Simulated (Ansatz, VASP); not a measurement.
# Cross-check of Al2O3 (Al2O3 (R-3c)) between VASP and Ansatz, part 2 of 2

Wanted: the spread between two codes on one cell, functional and k mesh. The cell is taken from a series of runs on this material, whose earlier steps may have relaxed, scaled, displaced or heated it; both programs get it as it stands.

VASP 6.6.1 and Ansatz 0.2.0.

So far. Step 2 (VASP: single point, PBEsol): The run ends at a pressure of 0.05 GPa, with forces up to 0.039 eV/Å.

## Step 3: Ansatz: single point, PBEsol

Level of this step: Ansatz beside VASP: Kohn-Sham DFT, plane waves, PBEsol (Ansatz).

Ansatz runs on its default PAW (the set named soft_2) files.

The same cell, functional, mesh and smearing now go to Ansatz.

input.yaml

```yaml
crystal:
  lattice:
    - [2.386933709995, 1.378096820003, 4.33826903]
    - [-2.386933709995, 1.378096820003, 4.33826903]
    - [0.0, -2.756193640006, 4.33826903]
  atoms:
    - { symbol: Al, position: [0.6478910203409, 0.6478910203409, 0.6478910203409] }
    - { symbol: Al, position: [0.8521089796591, 0.8521089796591, 0.8521089796591] }
    - { symbol: Al, position: [0.1478910203409, 0.1478910203409, 0.1478910203409] }
    - { symbol: Al, position: [0.3521089796591, 0.3521089796591, 0.3521089796591] }
    - { symbol: O, position: [0.4438338881727, 0.0561661118273, 0.75] }
    - { symbol: O, position: [0.9438338881727, 0.25, 0.5561661118273] }
    - { symbol: O, position: [0.0561661118273, 0.75, 0.4438338881727] }
    - { symbol: O, position: [0.75, 0.4438338881727, 0.0561661118273] }
    - { symbol: O, position: [0.25, 0.5561661118273, 0.9438338881727] }
    - { symbol: O, position: [0.5561661118273, 0.9438338881727, 0.25] }
basis:
  ecutwfc: 420.0
  ecutrho_ratio: 4
  xc_grid: 2
  fft_grid_basis: typed
  precision: f64
kpoints:
  mp_grid: { grid: [4, 4, 4], shift: [0.5, 0.5, 0.5] }
  band_path: { path: [VBM, CBM], npoints: 1 }
hamiltonian:
  xc: pbesol
  pseudopotentials: { kind: paw }
scf:
  max_iter: 60
  self_checks: high
  occupations: { method: fermi_dirac, width: 0.01 }
output:
  forces: true
checkpoint:
  write: "../host.point.run"
  compress: false
  write_wavefunctions: true
  write_every: 100000
```

Launch:

```sh
ansatz run input.yaml --threads 2 --pin off --max-ram 3768MiB --backend cpu --events-out ev --progress --plain --runs-dir out
```

Numbers of over 12 decimals in the logs are rounded to 6 here.

What it wrote:

```text
Engine: ansatz 0.2.0, aarch64-unknown-linux-gnu
Pseudopotentials: kind: paw
Pseudopotential: Al, paw, valence charge 3, recommended cutoff 420 eV (normal), Al.paw.azcp
Pseudopotential: O, paw, valence charge 6, recommended cutoff 420 eV (normal), O.paw.azcp
Functional definition: PBEsol
  exchange = pbesol_x
  correlation = pbesol_c
Crystal: 10 atoms, lattice volume = 85.622 Å³
Basis set: ecut = 420 eV, 1653 PW (Γ), exchange–correlation on 72×72×72 points (8 copies of the dense FFT grid, shifted against one another)
Bands: 34, of which v1, the nominal top of the filled ones, is band 24 counted from 1 (23 counted from 0)
Symmetry: 12 space group operations
Space group: R-3c (ITA 167), of the structure as read, at distance tolerance 4.4e-5 Å
k-points: 10 of 64
Non-local potential: Al, projectors of the file, l = 0: 2, l = 1: 2, l = 2: 1
Non-local potential: O, projectors of the file, l = 0: 2, l = 1: 2, l = 2: 1
PAW form: soft (Blöchl's): semilocal exchange-correlation on the pseudo side does not see the compensation charge
PAW frozen core: Al, regenerated for the run's functional, and the local potential with it (the file was generated under x = pbe(κ = 0.804, μ = 0.219515), c = pbe(β = 0.066725))
PAW frozen core: O, regenerated for the run's functional, and the local potential with it (the file was generated under x = pbe(κ = 0.804, μ = 0.219515), c = pbe(β = 0.066725))
PAW one-centre angular grid: Al, 110 points (default); XC on 64 Gauss nodes
PAW one-centre angular grid: O, 110 points (default); XC on 64 Gauss nodes
Initial density: superposition of atomic densities (neutral atoms: chi_scale 0, normalization atom), corrected by the library's trained network
Initial wavefunctions: pseudopotential atomic-orbital guess
Functional: x = pbesol(κ = 0.804, μ = 0.123457), c = pbesol(β = 0.046)
SCF iter   1: F=—  HF=-5478.898899 eV  |F-HF|=—  |Δ(HF+E_count)|=         —  Δρ=1.61e-2  dr2=1.68e-1  ethr=1.77e-3  ⟨swp⟩=7.4  Hψ=1781  notcnv=0  defer=1
preconditioner: auto → Resta (q_TF=auto, 2.477 Å⁻¹)  ε∞=3.6  [insulator: Δε(μ)=6.259 eV  Ē_g=17.262 eV  σ=0.010 eV  W_gap=1.00  n_scr=20 (ndim 8)  ℏωp=27.8 eV  f_vac=0.000  D(μ)=0.00/eV (n_scr^D=0)  ε∞_Penn≈3.6]
SCF iter   2: F=—  HF=-5478.847631 eV  |F-HF|=—  |Δ(HF+E_count)|=   5.13e-2  Δρ=2.05e-3  dr2=1.60e-3  ethr=3.50e-4  ⟨swp⟩=2.7  Hψ=678  notcnv=0  defer=40
SCF iter   3: F=—  HF=-5478.847815 eV  |F-HF|=—  |Δ(HF+E_count)|=   1.85e-4  Δρ=1.11e-3  dr2=5.43e-4  ethr=3.33e-6  ⟨swp⟩=2.1  Hψ=430  notcnv=0  defer=40
SCF iter   4: F=—  HF=-5478.847893 eV  |F-HF|=—  |Δ(HF+E_count)|=   7.77e-5  Δρ=8.32e-5  dr2=5.16e-6  ethr=1.13e-6  ⟨swp⟩=2.8  Hψ=506  notcnv=0  defer=40
SCF iter   5: F=—  HF=-5478.847906 eV  |F-HF|=—  |Δ(HF+E_count)|=   1.27e-5  Δρ=1.89e-5  dr2=2.10e-7  ethr=1.07e-8  ⟨swp⟩=2.8  Hψ=581  notcnv=0  defer=40
SCF iter   6: F=-5478.847906 eV  HF=-5478.847906 eV  |F-HF|=4.63e-9  |Δ(HF+E_count)|=   6.19e-8  Δρ=2.93e-6  dr2=9.59e-9  ethr=2.08e-10  ⟨swp⟩=10.5  Hψ=1572  notcnv=0
SCF 1 converged in 6 iterations: F = -5478.847906 eV  dr2 = 9.59e-9
  greatest PAW one-centre occupation: 0.857 electrons in one spin orbital (limit 2), on the O atom at site 9 (counted from 0), in its partial waves of l = 0
NSCF: frozen V_eff on 32 k-points
NSCF: frozen V_eff on 32 k-points
[...]
SCF converged after 6 iterations
Free energy (F): -5478.847906 eV
Harris-Foulkes:  -5478.847906 eV  (|F-HF|=4.63e-9)
Internal energy: -5478.847906 eV  (E = F + TS)
E sigma→0 (E₀):  -5478.847906 eV
Fermi energy:    10.682200 eV
--- Per-component energies (eV) ---
  E_band       = 58.008766
  E_kinetic    = 1178.115503
  E_local      = -1978.149718  (includes V_loc(G=0)·N_el)
  E_nonlocal   = 326.504602
  E_hartree    = 728.594403
  E_xc         = -605.816405
  E_vxc        = -692.582499  (∫ρ·V_xc dr)
  E_paw        = -2736.808394  (= ΣΔE_a)
  E_vpaw       = -233.082308  (= ΣTr[D̂ρ^β])
  E_aug_tail   = 0.015149  (compensation charges beyond the density's cutoff)
  E_ewald      = -2391.591329
  E_core_change = 0.288284  (= ΣΔE_core)
  E_smearing   = -0.000000  (= −TS)
  E_closure    = 0.000000  (closes the sum)
  Σ components = -5478.847906   (vs F -5478.847906, Δ=0.00e0)
--- Forces (eV/Å), atoms counted from 1 ---
  atom   1  Al    -0.00000000     0.00000000     0.01214978
  atom   2  Al    -0.00000000    -0.00000000    -0.01214978
  atom   3  Al     0.00000000    -0.00000000     0.01214978
  atom   4  Al     0.00000000    -0.00000000    -0.01214978
  atom   5  O      0.03385351    -0.00000000     0.00000000
  atom   6  O      0.01692676     0.02931800     0.00000000
  atom   7  O     -0.01692676    -0.02931800     0.00000000
  atom   8  O     -0.01692676     0.02931800     0.00000000
  atom   9  O      0.01692676    -0.02931800     0.00000000
  atom  10  O     -0.03385351     0.00000000     0.00000000
  max |Σ_I F_I| component: 3.47e-18 eV/Å
--- Band table (eV; the first three rows and the last of 10) ---
  k-point 0: bands = [... 20 lower, 7.0595, 7.2086, 7.4932, 7.4932, 13.8640, 16.4910, 18.0512, 18.9513, ... 6 higher]
  k-point 1: bands = [... 20 lower, 6.8638, 6.8701, 7.2664, 7.3142, 15.2651, 17.4537, 17.7765, 17.8833, ... 6 higher]
  k-point 2: bands = [... 20 lower, 6.4642, 6.8100, 7.1720, 7.2726, 16.6322, 16.7920, 16.9649, 17.4559, ... 6 higher]
  k-point 9: bands = [... 20 lower, 6.6374, 6.6909, 6.9587, 7.0041, 16.6073, 17.0273, 17.7119, 18.5953, ... 6 higher]
```

## Step 4: Side by side

Known differences besides the potentials themselves: the cutoff is 420 eV in Ansatz and 520 eV in VASP; Ansatz makes its cores anew for this functional, VASP keeps those of its PBE data sets. Total energies have different zeros and are not compared.

Compared:

```
              quantity  Ansatz   VASP  difference
gap on the k mesh (eV)   6.371  6.381      -0.010
```

At this near-relaxed geometry the largest component of a force difference is 5 meV/Å. A gap on the mesh is an upper bound, since the band edges may lie between its points.

## Step 5: Outcome

```yaml
difference_in_gap_on_the_k_mesh_single_point_pbesol: -0.010 eV
```

What this shows: The difference in gap on the k mesh is -0.010 eV (single point, PBEsol), within the 0.08 eV picked in this series as the mark of a large difference. 1 further run of this series is not shown here. Such differences can come from data sets, numerical settings and the points named under the comparisons, not from the functional's error against experiment.

[Lines on the potential files, build, host, timing and source positions are cut from VASP's logs without a mark.]

[Logs are printed without paths, hosts, clocks, repeated set-up lines and the standing remarks that a program may print on its own settings, such as how far it seeks lower states.]

[Hosts, paths, dates, database ids (printed as entryN), source tags and the programs' standing remarks are cut or masked in the printed files.]
